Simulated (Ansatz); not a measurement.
Cubic perovskite BaSnO3 was calculated with LDA+SOC (plane waves, PAW; Ansatz, a program for electronic structure).

Numerical settings: plane-wave cutoff 520 eV, 8×8×8 k mesh, Fermi–Dirac smearing 0.01 eV, PAW data made under PBE.

The cell has the measured lattice: a = b = c = 4.116 Å, α = β = γ = 90.00°.

### Question
Predict the band gap and smallest direct gap on the k points sampled.

### Answer

- band gap = 0.83 eV (indirect)
- smallest direct gap on the k points sampled = 1.27 eV

Measured, for comparison: band gap 2.95 eV (temperature not stated, no zero-point or thermal correction, indirect, from the absorption edge of a single crystal; as tabulated in Kim et al. (2012), arXiv:1207.0764). Computed (rounded) less measured: band gap -2.12 eV.

Note: cell and atoms aren't relaxed at this level (pressure -3.8 GPa).

Computed values are for the static lattice.

The result took about 70 core-seconds (a rough figure).
